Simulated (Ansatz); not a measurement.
## Piezoelectric tensor of BN at 7 GPa (stress–strain coefficients)

These are results of Ansatz 0.2.0, DFT LDA, scalar-relativistic, plane waves, PAW, not measurements. Plane waves to 420 eV; Γ-centred k mesh 12×12×12; fixed occupations. No spin polarisation.

The cell, relaxed at 7 GPa:
```
CELL_PARAMETERS angstrom
1.23793 0.71472 2.87065
-1.23793 0.71472 2.87065
0.00000 -1.42944 2.87065
ATOMIC_POSITIONS crystal
B 0.00031 0.00031 0.00031
N 0.33212 0.33212 0.33212
```

The crystal is built of layers and no dispersion correction was added, so the binding between them is poorly described, and with it their spacing and whatever depends on it.

**Question.** Give the relaxed-ion proper piezoelectric stress tensor e_iJ (C/m², Voigt columns xx yy zz yz xz xy).

**Answer.**
```
x    0.00  0.00  0.00  0.00  0.03  0.35
y    0.35 -0.35  0.00  0.03  0.00  0.00
z    0.16  0.16 -0.52  0.00  0.00  0.00
```
Signs follow the orientation of the cell as given.

**Question.** With the elastic constants (GPa, Voigt order)
C11 = 1069.2, C12 = 269.5, C13 = 11.6, C14 = 10.6, C22 = 1069.2, C23 = 11.6, C24 = -10.6, C33 = 97.5, C44 = 18.0, C55 = 18.0, C56 = 10.6, C66 = 399.9 GPa; the others vanish.
find the strain coefficients d = e·C⁻¹ (pC/N).

**Answer.**
```
x    0.0  0.0  0.0  0.0  1.3  0.8
y    0.4 -0.4  0.0  1.3  0.0  0.0
z    0.2  0.2 -5.4  0.0  0.0  0.0
```

This form isn't the usual stable structure of the compound at low pressure.

Cost: 1 run of about 1.1 core-minutes, on Intel Xeon 6975P-C (Granite Rapids) (shared hosts).